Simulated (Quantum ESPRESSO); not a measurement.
**MgO in Quantum ESPRESSO: the effect of functional**

The system is MgO.

```
Mg O
1.0
     0.00000    2.09700    2.09700
     2.09700    0.00000    2.09700
     2.09700    2.09700    0.00000
Mg O
1 1
Direct
  0.00000 0.00000 0.00000
  0.50000 0.50000 0.50000
```

The cell is a database's computed one.

Alike in all runs:

- Program: Quantum ESPRESSO 7.5
- Task: dielectric tensor
- Cutoff: 1143 eV
- Density cutoff: 4572 eV
- k mesh: 8 × 8 × 8, shifted
- Occupations: fermi-dirac, width 0.05 eV
- Spin: no spin polarisation

**Question.** One run gave: pressure 2.3 GPa; dielectric constant 3.22 mean. Which functional did it use?
A. AM05
B. PBEsol
C. PBE
D. LDA
E. BLYP

**Answer.** B.

```tsv
functional	potentials or basis	pressure (GPa)	dielectric constant (mean)
LDA	PseudoDojo 0.4.1 SR LDA standard	-4.0	3.20
PBE	PseudoDojo 0.4.1 SR PBE standard	6.7	3.18
PBEsol	PseudoDojo 0.4.1 SR PBEsol standard	2.3	3.22
WC	PseudoDojo 0.4.1 SR PBE standard	3.1	3.21
BLYP	PseudoDojo 0.4.1 SR PBE standard	9.6	3.09
AM05	PseudoDojo 0.4.1 SR PBE standard	3.5	3.22
```

Caveats: the cell is more than 3 GPa from zero pressure, which shifts response properties (some runs); the potentials were made for another functional, which shifts forces and pressure (some runs).
